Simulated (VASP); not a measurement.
# Pt in VASP: notebook

Runs on Pt. Level: PBEsol. Tasks: single point, relaxation of the atoms.

Program: VASP 6.6.1. These are calculated values, not measurements. Logs are shortened: lines on timing, memory, paths and dates and some standing lists are left out, and cuts for length are marked.

### 1 The slab as given

The cell holds a slab with vacuum, 10 atoms: a = 2.769 Å, b = 3.916 Å, c = 27.460 Å, α = 90.00°, β = 90.00°, γ = 90.00°.

The slab is cut from a database's or a generator's crystal, which needn't be the stable form of the element.

### 2 Single point, PBEsol

File INCAR:

```
SYSTEM = Pt
ALGO = Fast ; DIPOL = 0.5 0.5 0.500
EDIFF = 1E-7 ; ENCUT = 520
GGA = PS ; ICORELEVEL = 1
IDIPOL = 3 ; ISIF = 2
ISMEAR = 1 ; KPAR = 4
LASPH = .True. ; LCHARG = .False.
LDIPOL = .True. ; LREAL = .False.
LVACPOTAV = .True. ; LVHAR = .True.
LWAVE = .False. ; NBANDS = 61
NELM = 80 ; PREC = Accurate
SIGMA = 0.1
```

File KPOINTS:

```
k-points
0
Gamma
  14 10 1
  0 0 0
```

File POSCAR:

```
Pt
1.0
    2.7689424700      0.0000000000      0.0000000000
    0.0000000000      3.9158760000      0.0000000000
    0.0000000000      0.0000000000     27.4602411300
Pt
10
Direct
    0.5000000000      0.5000000000      0.2731221500
    0.0000000000      0.0000000000      0.3235394500
    0.5000000000      0.5000000000      0.3739567500
    0.0000000000      0.0000000000      0.4243740500
    0.5000000000      0.5000000000      0.4747913500
    0.0000000000      0.0000000000      0.5252086500
    0.5000000000      0.5000000000      0.5756259500
    0.0000000000      0.0000000000      0.6260432500
    0.5000000000      0.5000000000      0.6764605500
    0.0000000000      0.0000000000      0.7268778500
```

Potentials or basis: VASP PAW PBE potentials, release 64 (Pt).

The run is started by

```sh
cat potpaw_PBE.64/Pt/POTCAR > POTCAR
mpirun -np 4 vasp_std > vasp.out
```

OUTCAR:

```text
SYSTEM = Pt
   EDIFF = 1E-7
   ENCUT = 520
   GGA = PS
   ISIF = 2
   ISMEAR = 1
   LASPH = .True.
   LREAL = .False.
   NELM = 80
   PREC = Accurate

 ion  position               nearest neighbor table
   1  0.500  0.500  0.273-   3 2.77   2 2.77   2 2.77   2 2.77   2 2.77
   2  0.000  0.000  0.324-   4 2.77   3 2.77   1 2.77   1 2.77   3 2.77   1 2.77   3 2.77   1 2.77
                             3 2.77
   3  0.500  0.500  0.374-   1 2.77   5 2.77   4 2.77   2 2.77   2 2.77   4 2.77   2 2.77   4 2.77
                             2 2.77   4 2.77
   4  0.000  0.000  0.424-   2 2.77   6 2.77   5 2.77   3 2.77   3 2.77   5 2.77   3 2.77   5 2.77
                             3 2.77   5 2.77
   5  0.500  0.500  0.475-   3 2.77   7 2.77   4 2.77   4 2.77   4 2.77   4 2.77   6 2.77   6 2.77
                             6 2.77   6 2.77
   6  0.000  0.000  0.525-   8 2.77   4 2.77   7 2.77   7 2.77   7 2.77   7 2.77   5 2.77   5 2.77
                             5 2.77   5 2.77
   7  0.500  0.500  0.576-   9 2.77   5 2.77   8 2.77   6 2.77   6 2.77   8 2.77   6 2.77   8 2.77
                             6 2.77   8 2.77
   8  0.000  0.000  0.626-   6 2.77  10 2.77   9 2.77   7 2.77   7 2.77   9 2.77   7 2.77   9 2.77
                             7 2.77   9 2.77
   9  0.500  0.500  0.676-   7 2.77   8 2.77  10 2.77   8 2.77  10 2.77   8 2.77  10 2.77   8 2.77
                            10 2.77
  10  0.000  0.000  0.727-   8 2.77   9 2.77   9 2.77   9 2.77   9 2.77

  LATTYP: Found a simple orthorhombic cell.
 ALAT       =     2.7689424700
 B/A-ratio  =     1.4142135644
 C/A-ratio  =     9.9172306494

  Lattice vectors:

 A1 = (   2.7689424700,   0.0000000000,   0.0000000000)
 A2 = (   0.0000000000,   3.9158760000,   0.0000000000)
 A3 = (   0.0000000000,   0.0000000000,  27.4602411300)

Analysis of symmetry for initial positions (statically):
=====================================================================
 Subroutine PRICEL returns:
 Original cell was already a primitive cell.

 Routine SETGRP: Setting up the symmetry group for a
 simple orthorhombic supercell.

 Subroutine GETGRP returns: Found  8 space group operations
 (whereof  4 operations were pure point group operations)
 out of a pool of  8 trial point group operations.

The static configuration has the point symmetry C_2v.
 The point group associated with its full space group is D_2h.

Analysis of symmetry for dynamics (positions and initial velocities):
=====================================================================
 Subroutine PRICEL returns:
 Original cell was already a primitive cell.

 Routine SETGRP: Setting up the symmetry group for a
 simple orthorhombic supercell.

 Subroutine GETGRP returns: Found  8 space group operations
 (whereof  4 operations were pure point group operations)
 out of a pool of  8 trial point group operations.

The dynamic configuration has the point symmetry C_2v.
 The point group associated with its full space group is D_2h.

 Subroutine INISYM returns: Found  8 space group operations
 (whereof  4 operations are pure point group operations),
 and found     1 'primitive' translations

----------------------------------------------------------------------------------------

                                     Primitive cell

  volume of cell :     297.7469

  direct lattice vectors                    reciprocal lattice vectors
     2.768942470  0.000000000  0.000000000     0.361148710  0.000000000  0.000000000
     0.000000000  3.915876000  0.000000000     0.000000000  0.255370701  0.000000000
     0.000000000  0.000000000 27.460241130     0.000000000  0.000000000  0.036416286

  length of vectors
     2.768942470  3.915876000 27.460241130     0.361148710  0.255370701  0.036416286

  position of ions in fractional coordinates (direct lattice)
     0.500000000  0.500000000  0.273122150
     0.000000000  0.000000000  0.323539450
     0.500000000  0.500000000  0.373956750
     0.000000000  0.000000000  0.424374050
     0.500000000  0.500000000  0.474791350
     0.000000000  0.000000000  0.525208650
     0.500000000  0.500000000  0.575625950
     0.000000000  0.000000000  0.626043250
     0.500000000  0.500000000  0.676460550
     0.000000000  0.000000000  0.726877850

  ion indices of the primitive-cell ions
   primitive index   ion index
                 1           1
                 2           2
                 3           3
                 4           4
                 5           5
                 6           6
                 7           7
[... 29 lines left out ...]

 Following reciprocal coordinates:
            Coordinates               Weight
  0.000000  0.000000  0.000000      1.000000
  0.071429  0.000000  0.000000      2.000000
  0.142857  0.000000  0.000000      2.000000
  0.214286  0.000000  0.000000      2.000000
  0.285714  0.000000  0.000000      2.000000
  0.357143  0.000000  0.000000      2.000000
[... 16 lines left out ...]
  0.428571  0.200000  0.000000      4.000000
  0.500000  0.200000  0.000000      2.000000
 [... further k-points ...]
   k-points           NKPTS =     48   k-points in BZ     NKDIM =     48   number of bands    NBANDS=     61
   number of dos      NEDOS =    301   number of ions     NIONS =     10
   total plane-waves  NPLWV = 151200
   dimension x,y,z NGX =    24 NGY =   30 NGZ =  210
   dimension x,y,z NGXF=    48 NGYF=   60 NGZF=  420
   ions per type =              10
   NGX,Y,Z   is equivalent  to a cutoff of  14.41, 12.74, 12.71 a.u.
   NGXF,Y,Z  is equivalent  to a cutoff of  28.82, 25.47, 25.43 a.u.
 SYSTEM =  Pt
   PREC   = accura    normal or accurate (medium, high low for compatibility)
   ISTART =      0    job   : 0-new  1-cont  2-samecut
   ICHARG =      2    charge: 1-file 2-atom 10-const
   ISPIN  =      1    spin polarized calculation?
   LNONCOLLINEAR =      F non collinear calculations
   LSORBIT =      F    spin-orbit coupling
   LASPH  =      T    aspherical Exc in radial PAW
   ENCUT  =  520.0 eV  38.22 Ry    6.18 a.u.   5.15  7.28 51.06*2*pi/ulx,y,z
   NELM   =     80;   NELMIN=  2; NELMDL= -5     # of ELM steps
   EDIFF  = 0.1E-06   stopping-criterion for ELM
   LREAL  =      F    real-space projection
   EDIFFG = 0.1E-05   stopping-criterion for IOM
   NSW    =      0    number of steps for IOM
   IBRION =     -1    ionic relax: 0-MD 1-quasi-New 2-CG
   NFREE  =      0    steps in history (QN), initial steepest desc. (CG)
   ISIF   =      2    stress and relaxation
   ISYM   =      2    0-nonsym 1-usesym 2-fastsym
   POTIM  = 0.5000    time-step for ionic-motion
   TEBEG  =    0.0;   TEEND  =   0.0 temperature during run
   PSTRESS=    0.0 pullay stress
   NELECT =     100.0000    total number of electrons
   NUPDOWN=      -1.0000    fix difference up-down
   EMIN   =  10.00;   EMAX   =-10.00  energy-range for DOS
   EFERMI =   0.00;   METHOD = LEGACY
   ISMEAR =     1;   SIGMA  =   0.10  broadening in eV -4-tet -1-fermi 0-gaus
   EFERMI_NEDOS =   21; number of points for ismear=-14 and -15
   IALGO  =     68    algorithm
   IMIX   =      4    mixing-type and parameters
     AMIX     =   0.40;   BMIX     =  1.00
     AMIX_MAG =   1.60;   BMIX_MAG =  1.00
  volume/ion in A,a.u.               =      29.77       200.93
  Fermi-wavevector in a.u.,A,eV,Ry     =   1.137957  2.150426 17.618804  1.294946
  Thomas-Fermi vector in A             =   2.274661
   LORBIT       =      0    0 simple, 1 ext, 2 COOP (PROOUT), +10 PAW based schemes
   GGA     = PS    functional components
   LHFCALC =     F    Hartree Fock is set to
   AEXX    =    0.0000 exact exchange contribution
   IVDW    =     0    specifies the selected vdW correction
   LEPSILON=     F    determine dielectric tensor
   LRPA    =     F    only Hartree local field effects (RPA)
 non-spin polarized calculation
 RMM-DIIS sequential band-by-band and
 Methfessel and Paxton  Order N= 1 SIGMA  =   0.10
  energy-cutoff  :      520.00
  volume of cell :      297.75
 maximum number of plane-waves:      8084
 NGX is ok and might be reduce to    24
   NGX = 11   NGY = 15   NGZ =103

 number of electron     100.0000000 magnetization

 dipolmoment           0.000000      0.000000      0.000000 electrons x Angstroem

 number of electron      99.9999999 magnetization

 dipolmoment           0.000000      0.000000     -0.000000 electrons x Angstroem

 Free energy of the ion-electron system (eV)
  ---------------------------------------------------
  ext. energy  EPLUGINS =         0.00000000
  ---------------------------------------------------
  free energy    TOTEN  =       -66.32517599 eV

  energy without entropy =      -66.32035048  energy(sigma->0) =      -66.32356749

 the core state eigenenergies are
   1-  1s -78394.6122  2s -13764.2202  2p -11924.4920  3s  -3228.0784  3p  -2692.5792
       3d  -2112.9492  4s   -688.3845  4p   -512.8279  4d   -299.9005  4f    -63.3095
       5s    -94.7824  5p    -48.8994
   2-  1s -78395.5048  2s -13765.1464  2p -11925.4169  3s  -3228.9890  3p  -2693.4895
       3d  -2113.8643  4s   -689.2714  4p   -513.7126  4d   -300.7842  4f    -64.1888
       5s    -95.6141  5p    -49.6970
   3-  1s -78395.6342  2s -13765.2845  2p -11925.5542  3s  -3229.1356  3p  -2693.6361
       3d  -2114.0101  4s   -689.4303  4p   -513.8729  4d   -300.9458  4f    -64.3532
       5s    -95.8019  5p    -49.8941
   4-  1s -78395.4669  2s -13765.1186  2p -11925.3879  3s  -3228.9776  3p  -2693.4782
       3d  -2113.8509  4s   -689.2840  4p   -513.7278  4d   -300.8019  4f    -64.2117
       5s    -95.6834  5p    -49.7871
   5-  1s -78395.4897  2s -13765.1416  2p -11925.4109  3s  -3228.9996  3p  -2693.5002
       3d  -2113.8731  4s   -689.3047  4p   -513.7483  4d   -300.8223  4f    -64.2318
       5s    -95.7008  5p    -49.8029
   6-  1s -78395.4897  2s -13765.1416  2p -11925.4109  3s  -3228.9996  3p  -2693.5002
       3d  -2113.8731  4s   -689.3047  4p   -513.7483  4d   -300.8223  4f    -64.2318
       5s    -95.7008  5p    -49.8029
   7-  1s -78395.4669  2s -13765.1186  2p -11925.3879  3s  -3228.9776  3p  -2693.4782
       3d  -2113.8509  4s   -689.2840  4p   -513.7278  4d   -300.8019  4f    -64.2117
       5s    -95.6834  5p    -49.7871
   8-  1s -78395.6342  2s -13765.2845  2p -11925.5542  3s  -3229.1356  3p  -2693.6361
       3d  -2114.0101  4s   -689.4303  4p   -513.8729  4d   -300.9458  4f    -64.3532
       5s    -95.8019  5p    -49.8941
   9-  1s -78395.5048  2s -13765.1464  2p -11925.4169  3s  -3228.9890  3p  -2693.4895
       3d  -2113.8643  4s   -689.2714  4p   -513.7126  4d   -300.7842  4f    -64.1888
       5s    -95.6141  5p    -49.6970
  10-  1s -78394.6122  2s -13764.2202  2p -11924.4920  3s  -3228.0784  3p  -2692.5792
       3d  -2112.9492  4s   -688.3845  4p   -512.8279  4d   -299.9005  4f    -63.3095
       5s    -94.7824  5p    -48.8994

 E-fermi :   2.9169     XC(G=0):  -7.6157

 val. band max:        2.9166143742   @ k =   0.2143   0.3000   0.0000
 cond. band min:       2.9185436716   @ k =   0.0000   0.3000   0.0000
 fundamental gap:      0.0019292975
 Fermi energy:         2.9168663460

 k-point     1 :       0.0000    0.0000    0.0000
  band No.  band energies     occupation
      1      -7.1608      2.00000
      2      -6.4231      2.00000
      3      -5.3497      2.00000
      4      -4.1677      2.00000
      5      -4.0449      2.00000
      6      -3.6480      2.00000
[... 1525 lines left out ...]
     60       6.9326      0.00000
     61       8.6918      0.00000

 [... further k-points ...]

------------------------ aborting loop because EDIFF is reached ----------------------------------------

  FORCE on cell =-STRESS in cart. coord.  units (eV):
  Direction    XX          YY          ZZ          XY          YZ          ZX
  --------------------------------------------------------------------------------------
  -------------------------------------------------------------------------------------
  Total       -8.3275918     -5.3103541     -3.2615421      0.0000000      0.0000000      0.0000000
  in kB      -44.8108105    -28.5750403    -17.5503735      0.0000000      0.0000000      0.0000000
  external PRESSURE =     -30.3120747 kB  Pullay stress =       0.0000000 kB

 VOLUME and BASIS-vectors are now :
 -----------------------------------------------------------------------------
  energy-cutoff  :      520.00
  volume of cell :      297.75
      direct lattice vectors                 reciprocal lattice vectors
     2.768942470  0.000000000  0.000000000     0.361148710  0.000000000  0.000000000
     0.000000000  3.915876000  0.000000000     0.000000000  0.255370701  0.000000000
     0.000000000  0.000000000 27.460241130     0.000000000  0.000000000  0.036416286

 POSITION                                       TOTAL-FORCE (eV/Angst)
 -----------------------------------------------------------------------------------
      1.38447      1.95794      7.50000         0.000000      0.000000      1.015044
      0.00000      0.00000      8.88447         0.000000      0.000000     -0.999062
      1.38447      1.95794     10.26894         0.000000      0.000000     -0.040770
      0.00000      0.00000     11.65341         0.000000      0.000000      0.141636
      1.38447      1.95794     13.03788         0.000000      0.000000     -0.093528
      0.00000      0.00000     14.42236         0.000000      0.000000      0.093528
      1.38447      1.95794     15.80683         0.000000      0.000000     -0.141636
      0.00000      0.00000     17.19130         0.000000      0.000000      0.040770
      1.38447      1.95794     18.57577         0.000000      0.000000      0.999062
      0.00000      0.00000     19.96024         0.000000      0.000000     -1.015044
 -----------------------------------------------------------------------------------
    total drift:                                0.000000     -0.000000     -0.000000

  FREE ENERGIE OF THE ION-ELECTRON SYSTEM (eV)
  ---------------------------------------------------
  free  energy   TOTEN  =       -66.3251759917 eV

  energy  without entropy=      -66.3203504760  energy(sigma->0) =      -66.32356749

 vacuum level on the upper side and lower side of the slab         8.296         8.296
```

Run time: 5 min. Hardware: 4 MPI ranks of Intel Xeon 6975P-C (Granite Rapids), shared host; peak memory 0.77 GiB.

What came out:

```
Free energy                     : -66.3252 eV
Largest force                   : 1.015 eV/Å
Band gap on the k mesh          : none (metal or under the smearing width)
Work function of the upper face : 5.38 eV
Work function of the lower face : 5.38 eV
```

Forces in eV/Å, atoms in the order of the input:
```
Pt   0.000  0.000  1.015
Pt   0.000  0.000 -0.999
Pt   0.000  0.000 -0.041
Pt   0.000  0.000  0.142
Pt   0.000  0.000 -0.094
Pt   0.000  0.000  0.094
Pt   0.000  0.000 -0.142
Pt   0.000  0.000  0.041
Pt   0.000  0.000  0.999
Pt   0.000  0.000 -1.015
```

Core levels (eV, on the scale of the bands):
```csv
atom,levels
1 Pt,"1s -78394.6, 2s -13764.2, 2p -11924.5, 3s -3228.1, 3p -2692.6, 3d -2112.9, 4s -688.4, 4p -512.8, 4d -299.9, 4f -63.3, 5s -94.8, 5p -48.9"
2 Pt,"1s -78395.5, 2s -13765.1, 2p -11925.4, 3s -3229.0, 3p -2693.5, 3d -2113.9, 4s -689.3, 4p -513.7, 4d -300.8, 4f -64.2, 5s -95.6, 5p -49.7"
3 Pt,"1s -78395.6, 2s -13765.3, 2p -11925.6, 3s -3229.1, 3p -2693.6, 3d -2114.0, 4s -689.4, 4p -513.9, 4d -300.9, 4f -64.4, 5s -95.8, 5p -49.9"
4 Pt,"1s -78395.5, 2s -13765.1, 2p -11925.4, 3s -3229.0, 3p -2693.5, 3d -2113.9, 4s -689.3, 4p -513.7, 4d -300.8, 4f -64.2, 5s -95.7, 5p -49.8"
5 Pt,"1s -78395.5, 2s -13765.1, 2p -11925.4, 3s -3229.0, 3p -2693.5, 3d -2113.9, 4s -689.3, 4p -513.7, 4d -300.8, 4f -64.2, 5s -95.7, 5p -49.8"
6 Pt,"1s -78395.5, 2s -13765.1, 2p -11925.4, 3s -3229.0, 3p -2693.5, 3d -2113.9, 4s -689.3, 4p -513.7, 4d -300.8, 4f -64.2, 5s -95.7, 5p -49.8"
```

Caveat: the PAW data sets were made with another functional, which shifts forces and pressure a little. Spin-orbit coupling is left out, which matters for the levels of Pt.

### 3 Relaxation of the atoms, PBEsol

File INCAR:

```
PREC = Accurate
ENCUT = 520
EDIFF = 1E-6
ISMEAR = 1
SIGMA = 0.1
LREAL = F
LASPH = T
NELM = 80
ALGO = Normal
ISIF = 2
LWAVE = F
LCHARG = F
LDIPOL = T
IDIPOL = 3
DIPOL = 0.5 0.5 0.500
GGA = PS
IBRION = 2
NSW = 80
EDIFFG = -0.02
KPAR = 4
```

File KPOINTS:

```
Automatic mesh
0
Gamma
  14 10 1
```

POSCAR is that of step 2.

Potentials or basis: VASP PAW PBE potentials, release 64 (Pt).

The run is started by

```sh
cat potpaw_PBE.64/Pt/POTCAR > POTCAR
mpirun -np 4 vasp_std > vasp.out
```

It took 26 min on 4 MPI ranks of Intel Xeon 6975P-C (Granite Rapids), shared host; peak memory 0.83 GiB.

The run converged. Its results:

```yaml
Free_energy: -66.5445 eV
Energy_gained_by_relaxing: 21.9 meV/atom
Ionic_steps: 13
Largest_force_after_relaxing: 0.019 eV/Å
Band_gap_on_the_k_mesh: none (metal or under the smearing width)
```

Forces on the atoms (eV/Å):
```
Pt   0.000  0.000 -0.015
Pt   0.000  0.000  0.008
Pt   0.000  0.000  0.019
Pt   0.000  0.000 -0.012
Pt   0.000  0.000 -0.010
Pt   0.000  0.000  0.010
Pt   0.000  0.000  0.012
Pt   0.000  0.000 -0.019
Pt   0.000  0.000 -0.008
Pt   0.000  0.000  0.015
```

The path:
```tsv
step	energy change (eV)	largest force (eV/Å)	pressure (GPa)
1	0.0000	1.0151	-3.03
2	-0.1502	0.5835	-2.52
3	-0.2050	0.2580	-1.72
4	-0.2142	0.0840	-1.61
5	-0.2145	0.0889	-1.58
6	-0.2158	0.0496	-1.46
7	-0.2164	0.0558	-1.35
8	-0.2165	0.0637	-1.31
9	-0.2177	0.0496	-1.21
10	-0.2187	0.0347	-1.06
11	-0.2188	0.0785	-0.78
12	-0.2191	0.0393	-0.93
13	-0.2193	0.0193	-0.86
```

Final structure:
```xyz
10
Lattice="2.7689 0.0000 0.0000 0.0000 3.9159 0.0000 0.0000 0.0000 27.4602" Properties=species:S:1:pos:R:3 pbc="T T T"
Pt    1.3845    1.9579    7.6446
Pt    0.0000    0.0000    8.8098
Pt    1.3845    1.9579   10.3035
Pt    0.0000    0.0000   11.6655
Pt    1.3845    1.9579   13.0296
Pt    0.0000    0.0000   14.4306
Pt    1.3845    1.9579   15.7948
Pt    0.0000    0.0000   17.1567
Pt    1.3845    1.9579   18.6505
Pt    0.0000    0.0000   19.8156
```

Levels at points of the mesh, in eV from the Fermi level:
```csv
k point,band 48,band 49,band 50,band 51,band 52,band 53,band 54,band 55
"(0.00, 0.00, 0.00)",-0.42,-0.42,-0.07,-0.07,0.12,0.14,0.45,0.54
"(0.50, 0.00, 0.00)",0.22,0.47,0.47,1.90,1.90,2.02,2.02,2.03
"(0.00, 0.50, 0.00)",-0.39,-0.19,-0.19,-0.13,-0.13,-0.04,-0.04,0.03
"(0.50, 0.50, 0.00)",0.09,0.38,0.38,0.47,0.47,2.26,2.26,4.00
```

Caveat: the PAW data sets were made with another functional, which shifts forces and pressure a little.

(Continued in part 2 of 2.)
